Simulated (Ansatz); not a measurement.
**GaN: a jump of H**

Computed with DFT PBE, scalar-relativistic, plane waves, PAW in Ansatz 0.2.0. Run with 420 eV cutoff, 3×3×3 k-mesh, Gaussian smearing of 0.02 eV, collinear spin.

Host crystal, relaxed:

```
Ga N
1.0
     3.21837    0.00000    0.00000
    -1.60919    2.78719    0.00000
     0.00000    0.00000    5.24317
Ga N
2 2
Direct
  0.66667 0.33333 0.49913
  0.33333 0.66667 0.99913
  0.66667 0.33333 0.87587
  0.33333 0.66667 0.37587
```

In a supercell of 12 host sites, interstitial H hops to an equivalent place, moving 2.62 Å between the relaxed ends. Climbing-image nudged elastic band at fixed cell with images 0 (start) to 6 (end), the path measured over all atoms, converged to 0.05 eV/Å; the order of the saddle wasn't checked, and the small cell leaves errors of about a tenth of an eV. Zero-point motion and tunnelling, which matter for H, are left out.

Supercell rows in host cell vectors: 0 0 -1; 2 1 0; -1 -2 0. H was set at (0.000, 0.000, 0.167) of the host cell.

At the relaxed start H has 3 Ga at 1.99 Å, 3 N at 2.22 Å, 3 N at 2.39 Å.

(1) How high is the barrier, and where does the atom pass?

Results:

(1) 0.55 eV at image 3, where H has 3 Ga at 1.94 Å, 3 N at 1.94 Å.

Cost: 1 run of about 18 core-minutes, on Arm Neoverse V1 (shared hosts).